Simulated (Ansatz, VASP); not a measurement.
**Two plane-wave programs on BP2**

```
CELL_PARAMETERS angstrom
4.07583 0.00000 0.00000
0.00000 4.07583 0.00000
0.00000 0.00000 2.34374
ATOMIC_POSITIONS crystal
B 0.50000 0.50000 0.00000
P 0.00000 0.50000 0.00000
P 0.50000 0.00000 0.00000
```

Alike in both runs: task relaxation of cell and atoms; functional PBE; k mesh 12 × 12 × 20; occupations gaussian, width 0.1 eV; no spin polarisation.

|  | VASP | Ansatz |
| --- | --- | --- |
| version | VASP 6.6.1 | Ansatz 0.2.0 |
| potentials or method | VASP PAW PBE potentials, release 64 (B, P) | scalar-relativistic, plane waves, PAW |
| plane-wave cutoff (eV) | 600 | 420 |
| valence electrons in the cell | 13 | 13 |

```tsv
	VASP	Ansatz	Ansatz less VASP
gap on the k mesh at the Fermi level, each at its own relaxed structure (eV)	none	none	-
relaxed volume (Å³/atom)	13.05	13.07	+0.024
relaxed cell length with the largest relative difference (Å)	2.239	2.242	+0.0026
energy change over the relaxation (meV/atom)	-30	-29	+0.6
```

A gap of «none» marks a metal or a gap that the smearing closes.
